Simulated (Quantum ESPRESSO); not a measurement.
**Quick settings and what they miss: CuInS2 (I-42d, 8 atoms in the cell)**

Self-consistent single point.

```
CELL_PARAMETERS angstrom
      2.71612    -2.71612     5.47652
      2.71612     2.71612     5.47652
     -2.71612    -2.71612     5.47652
ATOMIC_POSITIONS crystal
  In 0.00000 0.50000 0.50000
  In 0.50000 0.75000 0.25000
  Cu 0.00000 0.00000 0.00000
  Cu 0.50000 0.25000 0.75000
  S  0.48000 0.89500 0.87500
  S  0.02000 0.62500 0.10500
  S  0.52000 0.35500 0.37500
  S  0.98000 0.12500 0.64500
```

Level of theory: PBE, PSlibrary PAW (PBE) pseudopotentials (plane waves; Quantum ESPRESSO 7.5).

Base settings: ecutwfc = 50 Ry; ecutrho = 300 Ry; occupations = smearing; smearing = fd; degauss = 0.0036749 Ry; K_POINTS = automatic 6 6 6 0 0 0; conv_thr = 1e-09 Ry; mixing_beta = 0.3.

Tight run (finer mesh or higher cutoff; not a proven limit): ecutwfc: 50 Ry → 70 Ry; ecutrho: 300 Ry → 420 Ry; conv_thr: 1e-09 Ry → 7.3e-11 Ry; K_POINTS: automatic 6 6 6 0 0 0 → automatic 9 9 9 0 0 0. It gave top of the valence band (on the code's own zero) 8.18 eV; gap on the k-point mesh 0.33 eV; pressure 7.14 GPa; largest force (vector length) 0.816 eV/Å.

Quick runs, as changes from the base:
- A: the base itself
- B: ecutwfc: 50 Ry → 35 Ry; ecutrho: 300 Ry → 210 Ry; K_POINTS: automatic 6 6 6 0 0 0 → automatic 8 8 8 0 0 0
- C: K_POINTS: automatic 6 6 6 0 0 0 → automatic 4 4 4 0 0 0
- D: ecutwfc: 50 Ry → 25 Ry; ecutrho: 300 Ry → 150 Ry; K_POINTS: automatic 6 6 6 0 0 0 → automatic 8 8 8 0 0 0
- E: ecutwfc: 50 Ry → 25 Ry; ecutrho: 300 Ry → 150 Ry; smearing: fd → gauss; degauss: 0.0036749 Ry → 0.0147 Ry; K_POINTS: automatic 6 6 6 0 0 0 → automatic 2 2 2 0 0 0

Energies are extrapolated to zero smearing width, which holds to low order in the width alone (under cold and Methfessel-Paxton smearing the free energy itself is taken).

Gaps are read on each run's own mesh, which may miss the band edges.

The count of work is k-points × plane waves × bands × iterations; it is no time. Core times come from one kind of shared machine and are given to one figure; runs under 30 s give none.

The starting cell has typed, rounded lattice constants, without a prior relaxation at this level. Its lattice was rescaled by a random factor within 2.5 % of one. In the base run, with a pressure of about 6 GPa the cell is away from its equilibrium volume at this level.

```
run  energy less tight (meV/atom)  pressure less tight (GPa)  largest miss in a force vector (eV/Å)  gap on the mesh less tight (eV)  count of work / tight  core time / tight (rough)
---  ----------------------------  -------------------------  -------------------------------------  -------------------------------  ---------------------  -------------------------
A                            22.3                      -0.77                                  0.000                            0.000                   0.23                        0.2
B                            84.5                      -4.23                                  0.000                           -0.006                   0.26                        0.3
C                            23.0                      -0.78                                  0.004                           -0.002                  0.098                        0.1
D                          2853.7                    -126.72                                  0.172                            0.093                   0.16                        0.2
E                          2877.4                    -126.70                                  0.227                            0.088                  0.011                       0.05
```

Among the runs at the tight run's level, the energy misses run from 22.3 to 2877.4 meV/atom.

Left out of this page: 1 run of the series failed or unconverged.
